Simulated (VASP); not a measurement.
# TiTe (Fm-3m) in VASP: a series of runs

Aim: see how the results for TiTe move with the level of theory and the settings. Levels: LDA, PBEsol. Tasks: band structure.

Everything below comes from runs of VASP 6.6.1. Logs are shortened: lines on timing, memory, paths and dates and some standing lists are left out, and cuts for length are marked.

**1. The structure**

The structure is cubic, space group Fm-3m (No. 225). The conventional cell has a = 6.100 Å, b = 6.100 Å, c = 6.100 Å, α = 90.00°, β = 90.00°, γ = 90.00°. Ti (site symmetry m-3m) has 6 Te at 3.05 Å as nearest neighbours. Around Te (site symmetry m-3m) lie 6 Ti at 3.05 Å.

The cell comes from a database or a generator and needn't be the stable form of this composition.

**2. Band structure, LDA, spin-orbit coupling, no magnetisation**

INCAR

```
SYSTEM = TiTe
ALGO = Normal ; EDIFF = 1E-7
ENCUT = 520 ; GGA_COMPAT = .FALSE.
ISIF = 2 ; ISMEAR = -1
LASPH = .TRUE. ; LCHARG = .FALSE.
LMAXMIX = 4 ; LORBIT = 11
LREAL = .FALSE. ; LSORBIT = .TRUE.
LWAVE = .FALSE. ; MAGMOM = 0 0 0 0 0 0
NBANDS = 30 ; NELM = 80
PREC = Accurate ; SIGMA = 0.05
```

KPOINTS

```
k-points
0
G
  6 6 6
  0 0 0
```

POSCAR

```
TiTe
1.0
    0.0000000000      3.0500668100      3.0500668100
    3.0500668100      0.0000000000      3.0500668100
    3.0500668100      3.0500668100      0.0000000000
Ti Te
1 1
Direct
    0.5000000000      0.5000000000      0.5000000000
    0.0000000000      0.0000000000      0.0000000000
```

KPOINTS_OPT

```
path GXWKGLUWLK,UX
15
line-mode
reciprocal
 0.0000000000  0.0000000000  0.0000000000  G
 0.5000000000  0.0000000000  0.5000000000  X

 0.5000000000  0.0000000000  0.5000000000  X
 0.5000000000  0.2500000000  0.7500000000  W

 0.5000000000  0.2500000000  0.7500000000  W
 0.3750000000  0.3750000000  0.7500000000  K

 0.3750000000  0.3750000000  0.7500000000  K
 0.0000000000  0.0000000000  0.0000000000  G

 0.0000000000  0.0000000000  0.0000000000  G
 0.5000000000  0.5000000000  0.5000000000  L

 0.5000000000  0.5000000000  0.5000000000  L
 0.6250000000  0.2500000000  0.6250000000  U

 0.6250000000  0.2500000000  0.6250000000  U
 0.5000000000  0.2500000000  0.7500000000  W

 0.5000000000  0.2500000000  0.7500000000  W
 0.5000000000  0.5000000000  0.5000000000  L

 0.5000000000  0.5000000000  0.5000000000  L
 0.3750000000  0.3750000000  0.7500000000  K

 0.6250000000  0.2500000000  0.6250000000  U
 0.5000000000  0.0000000000  0.5000000000  X
```

Potentials or basis: VASP PAW LDA potentials, release 64 (Ti_sv, Te).

Run with:

```bash
$ cat potpaw_LDA.64/Ti_sv/POTCAR potpaw_LDA.64/Te/POTCAR > POTCAR
$ mpirun -np 1 vasp_ncl > vasp.out
```

OUTCAR:

```text
SYSTEM = TiTe
   EDIFF = 1E-7
   ENCUT = 520
   ISIF = 2
   ISMEAR = -1
   LASPH = .TRUE.
   LORBIT = 11
   LREAL = .FALSE.
   LSORBIT = .TRUE.
   NELM = 80
   PREC = Accurate

 ion  position               nearest neighbor table
   1  0.500  0.500  0.500-   2 3.05   2 3.05   2 3.05   2 3.05   2 3.05   2 3.05
   2  0.000  0.000  0.000-   1 3.05   1 3.05   1 3.05   1 3.05   1 3.05   1 3.05

  LATTYP: Found a face centered cubic cell.
 ALAT       =     6.1001336200

  Lattice vectors:

 A1 = (   0.0000000000,   3.0500668100,   3.0500668100)
 A2 = (   3.0500668100,   0.0000000000,   3.0500668100)
 A3 = (   3.0500668100,   3.0500668100,   0.0000000000)

Analysis of symmetry for initial positions (statically):
=====================================================================
 Subroutine PRICEL returns:
 Original cell was already a primitive cell.

 Routine SETGRP: Setting up the symmetry group for a
 face centered cubic supercell.

 Subroutine GETGRP returns: Found 48 space group operations
 (whereof 48 operations were pure point group operations)
 out of a pool of 48 trial point group operations.

The static configuration has the point symmetry O_h .

Analysis of symmetry for dynamics (positions and initial velocities):
=====================================================================
 Subroutine PRICEL returns:
 Original cell was already a primitive cell.

 Routine SETGRP: Setting up the symmetry group for a
 face centered cubic supercell.

 Subroutine GETGRP returns: Found 48 space group operations
 (whereof 48 operations were pure point group operations)
 out of a pool of 48 trial point group operations.

The dynamic configuration has the point symmetry O_h .

Analysis of structural, dynamic, and magnetic symmetry:
=====================================================================
 Subroutine PRICEL returns:
 Original cell was already a primitive cell.

 Routine SETGRP: Setting up the symmetry group for a
 face centered cubic supercell.

 Subroutine GETGRP returns: Found 48 space group operations
 (whereof 48 operations were pure point group operations)
 out of a pool of 48 trial point group operations.

The overall configuration has the point symmetry O_h .

 Subroutine INISYM returns: Found 48 space group operations
 (whereof 48 operations are pure point group operations),
 and found     1 'primitive' translations

----------------------------------------------------------------------------------------

                                     Primitive cell

  volume of cell :      56.7490

  direct lattice vectors                    reciprocal lattice vectors
     0.000000000  3.050066810  3.050066810    -0.163930835  0.163930835  0.163930835
     3.050066810  0.000000000  3.050066810     0.163930835 -0.163930835  0.163930835
     3.050066810  3.050066810  0.000000000     0.163930835  0.163930835 -0.163930835

  length of vectors
     4.313445849  4.313445849  4.313445849     0.283936536  0.283936536  0.283936536

  position of ions in fractional coordinates (direct lattice)
     0.500000000  0.500000000  0.500000000
     0.000000000  0.000000000  0.000000000

  ion indices of the primitive-cell ions
   primitive index   ion index
                 1           1
                 2           2

----------------------------------------------------------------------------------------

 KPOINTS: k-points

Automatic generation of k-mesh.
 Grid dimensions read from file:
 generate k-points for:    6    6    6

 Generating k-lattice:

  Cartesian coordinates                     Fractional coordinates (reciprocal lattice)
    -0.027321806  0.027321806  0.027321806     0.166666667  0.000000000  0.000000000
     0.027321806 -0.027321806  0.027321806     0.000000000  0.166666667  0.000000000
     0.027321806  0.027321806 -0.027321806     0.000000000  0.000000000  0.166666667

  Length of vectors
     0.047322756  0.047322756  0.047322756
[... 67 lines left out ...]
  Fermi-wavevector in a.u.,A,eV,Ry     =   1.116468  2.109819 16.959676  1.246501
  Thomas-Fermi vector in A             =   2.253082
   LORBIT       =     11    0 simple, 1 ext, 2 COOP (PROOUT), +10 PAW based schemes
   GGA     = CA    functional components
   LHFCALC =     F    Hartree Fock is set to
   AEXX    =    0.0000 exact exchange contribution
   IVDW    =     0    specifies the selected vdW correction
   LEPSILON=     F    determine dielectric tensor
   LRPA    =     F    only Hartree local field effects (RPA)
  energy-cutoff  :      520.00
  volume of cell :       56.75
 maximum number of plane-waves:      3088
   NGX = 17   NGY = 17   NGZ = 17

 number of electron      18.0000000 magnetization       0.0000000      0.0000000      0.0000000

 number of electron      17.9999995 magnetization      -0.0000000     -0.0000000     -0.0000000

 number of electron      17.9999995 magnetization       0.0000000      0.0000000     -0.0000000

 number of electron      17.9999995 magnetization      -0.0000000     -0.0000000      0.0000000

 Free energy of the ion-electron system (eV)
  ---------------------------------------------------
  ext. energy  EPLUGINS =         0.00000000
  ---------------------------------------------------
  free energy    TOTEN  =       -12.40631908 eV

  energy without entropy =      -12.36041403  energy(sigma->0) =      -12.38336656

 E-fermi :   6.4865     XC(G=0):  -9.7821

 val. band max:        6.4856821344   @ k =   0.5000   0.5000   0.0000
 cond. band min:       6.5277084068   @ k =  -0.3333   0.3333   0.1667
 fundamental gap:      0.0420262723
 Fermi energy:         6.4864807335

 k-point     1 :       0.0000    0.0000    0.0000
  band No.  band energies     occupation
      1     -50.7444      1.00000
      2     -50.7444      1.00000
      3     -27.8249      1.00000
      4     -27.8249      1.00000
      5     -27.1709      1.00000
      6     -27.1709      1.00000
[... 517 lines left out ...]
     29      12.0247      0.00000
     30      12.0247      0.00000

------------------------ aborting loop because EDIFF is reached ----------------------------------------

  FORCE on cell =-STRESS in cart. coord.  units (eV):
  Direction    XX          YY          ZZ          XY          YZ          ZX
  --------------------------------------------------------------------------------------
  -------------------------------------------------------------------------------------
  Total       -5.1171740     -5.1171740     -5.1171740      0.0000000      0.0000000      0.0000000
  in kB     -144.4716766   -144.4716766   -144.4716766      0.0000000      0.0000000      0.0000000
  external PRESSURE =    -144.4716766 kB  Pullay stress =       0.0000000 kB

 VOLUME and BASIS-vectors are now :
 -----------------------------------------------------------------------------
  energy-cutoff  :      520.00
  volume of cell :       56.75
      direct lattice vectors                 reciprocal lattice vectors
     0.000000000  3.050066810  3.050066810    -0.163930835  0.163930835  0.163930835
     3.050066810  0.000000000  3.050066810     0.163930835 -0.163930835  0.163930835
     3.050066810  3.050066810  0.000000000     0.163930835  0.163930835 -0.163930835

 POSITION                                       TOTAL-FORCE (eV/Angst)
 -----------------------------------------------------------------------------------
      3.05007      3.05007      3.05007        -0.000000      0.000000     -0.000000
      0.00000      0.00000      0.00000         0.000000     -0.000000      0.000000
 -----------------------------------------------------------------------------------
    total drift:                               -0.000000     -0.000000     -0.000000

  FREE ENERGIE OF THE ION-ELECTRON SYSTEM (eV)
  ---------------------------------------------------
  free  energy   TOTEN  =       -12.4063190766 eV

  energy  without entropy=      -12.3604140347  energy(sigma->0) =      -12.38336656

 Spin-Orbit-Coupling matrix elements

 Ion:    1  E_soc:     -0.0133733
 l=   1
     0.0000000    -0.0018600    -0.0018600
    -0.0018600     0.0000000    -0.0018600
    -0.0018600    -0.0018600     0.0000000
 l=   2
     0.0000000    -0.0001406     0.0000000    -0.0001406    -0.0002283
    -0.0001406     0.0000000    -0.0001712    -0.0001406    -0.0000571
     0.0000000    -0.0001712     0.0000000    -0.0001712     0.0000000
    -0.0001406    -0.0001406    -0.0001712     0.0000000    -0.0000571
    -0.0002283    -0.0000571     0.0000000    -0.0000571     0.0000000
 l=   3
     0.0000000     0.0000000     0.0000000     0.0000000     0.0000000     0.0000000     0.0000000
     0.0000000     0.0000000     0.0000000     0.0000000     0.0000000     0.0000000     0.0000000
     0.0000000     0.0000000     0.0000000     0.0000000     0.0000000     0.0000000     0.0000000
     0.0000000     0.0000000     0.0000000     0.0000000     0.0000000     0.0000000     0.0000000
     0.0000000     0.0000000     0.0000000     0.0000000     0.0000000     0.0000000     0.0000000
     0.0000000     0.0000000     0.0000000     0.0000000     0.0000000     0.0000000     0.0000000
     0.0000000     0.0000000     0.0000000     0.0000000     0.0000000     0.0000000     0.0000000

 Ion:    2  E_soc:     -0.1966191
 l=   1
     0.0000000    -0.0326573    -0.0326573
    -0.0326573     0.0000000    -0.0326573
    -0.0326573    -0.0326573     0.0000000
 l=   2
     0.0000000    -0.0000289     0.0000000    -0.0000289    -0.0000837
    -0.0000289     0.0000000    -0.0000628    -0.0000289    -0.0000209
     0.0000000    -0.0000628     0.0000000    -0.0000628     0.0000000
    -0.0000289    -0.0000289    -0.0000628     0.0000000    -0.0000209
    -0.0000837    -0.0000209     0.0000000    -0.0000209     0.0000000
 l=   3
     0.0000000     0.0000000     0.0000000     0.0000000     0.0000000     0.0000000     0.0000000
     0.0000000     0.0000000     0.0000000     0.0000000     0.0000000     0.0000000     0.0000000
     0.0000000     0.0000000     0.0000000     0.0000000     0.0000000     0.0000000     0.0000000
     0.0000000     0.0000000     0.0000000     0.0000000     0.0000000     0.0000000     0.0000000
     0.0000000     0.0000000     0.0000000     0.0000000     0.0000000     0.0000000     0.0000000
     0.0000000     0.0000000     0.0000000     0.0000000     0.0000000     0.0000000     0.0000000
     0.0000000     0.0000000     0.0000000     0.0000000     0.0000000     0.0000000     0.0000000

 total charge

# of ion       s       p       d       tot
------------------------------------------
    1        2.113   6.013   1.925  10.051
    2        1.346   2.015   0.039   3.401
--------------------------------------------------
tot          3.460   8.028   1.964  13.452

 magnetization (x)

# of ion       s       p       d       tot
------------------------------------------
    1       -0.000   0.000   0.000   0.000
    2       -0.000   0.000   0.000   0.000
--------------------------------------------------
tot         -0.000   0.000   0.000   0.000

 magnetization (y)

# of ion       s       p       d       tot
------------------------------------------
    1        0.000  -0.000   0.000   0.000
    2        0.000   0.000   0.000   0.000
--------------------------------------------------
tot          0.000   0.000   0.000   0.000

 magnetization (z)

# of ion       s       p       d       tot
------------------------------------------
    1        0.000  -0.000  -0.000   0.000
    2       -0.000   0.000   0.000   0.000
--------------------------------------------------
tot          0.000   0.000  -0.000   0.000
```

Run time: 2.2 min. Hardware: 1 thread of Intel Xeon 6975P-C (Granite Rapids), shared host; peak memory 0.3 GiB.

What came out:

- Free energy: -12.4063 eV
- Pressure: -14.4 GPa
- Valence electrons inside the program's atomic spheres: Ti 10.05; Te 3.40

(Continued in part 2 of 2.)
